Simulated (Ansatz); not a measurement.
# Te: from a guess to a relaxed structure

These are results of Ansatz, DFT PBE, scalar-relativistic, plane waves, PAW, not measurements. Cutoff 420 eV, Gaussian smearing, Γ-centred meshes. Cell and atoms relax first on a coarse mesh and then on a finer one. In between, the cell is made exact in the group found at 0.06 Å. In metals the finer mesh still leaves noise of several meV/atom or more. The steps can't lower the symmetry of their start. No spin polarisation.

The guess for Te was made by a generator: 4-, 6-connected net of one element (I4_1/amd, No. 141). The dimensions are guesses.

Space group I4_1/amd:1 (No. 141). a = 7.320 Å, b = 7.320 Å, c = 5.069 Å, α = 90.00°, β = 90.00°, γ = 90.00°
```
atom  site  symmetry       x       y       z
  Te    4a      -4m2  0.0000  0.0000  0.0000
  Te    8d     .2/m.  0.0000  0.7500  0.6250
```

Energies count from the standard state of Te at the same level.

**Question.** What does it relax into?

**Answer.** The symmetry stays I4_1/amd (No. 141). The volume per atom grows by 48.8 %, from 22.6 to 33.7 Å³. The shortest distance goes from 2.64 Å (Te–Te) to 3.11 Å (Te–Te). The ratio c/a of the conventional cell changes by a factor of 1.16. The energy falls by about 1.4 eV/atom (the start's value is from the coarse mesh). Conventional cell: a = 7.960 Å, c = 6.377 Å. Around Te on a site of symmetry -4m2 lie 4 Te at 3.11 Å; Te on a site of symmetry 2/m is surrounded by 6 Te at 3.11–3.23 Å.

```xyz
6
Lattice="-3.9798 3.9798 3.1885 3.9798 -3.9798 3.1885 3.9798 3.9798 -3.1885" Properties=species:S:1:pos:R:3 pbc="T T T"
Te    0.0000    0.0000    0.0000
Te    0.0000    3.9798    1.5943
Te    3.9798    1.9899    0.7971
Te    1.9899    3.9798   -0.7971
Te    1.9899    0.0000    2.3914
Te    0.0000    1.9899    3.9857
```

**Question.** How does it come out in energy, and is it a metal?

**Answer.** The energy over the standard state is +0.14 eV/atom. The gap on the 8×8×8 mesh of the 6-atom cell is 0 eV (a metal).

So it is a metastable form at best.

The last run used Gaussian smearing of 0.10 eV. Spin–orbit coupling, which can matter for Te, is left out. The reference form of Te is held partly by dispersion forces, which this level lacks. Symmetry constrained the relaxation, so the result can be a saddle point. In all, the 3 runs took 5.7 min on 1 thread of Arm Neoverse V1, with other jobs on the host.
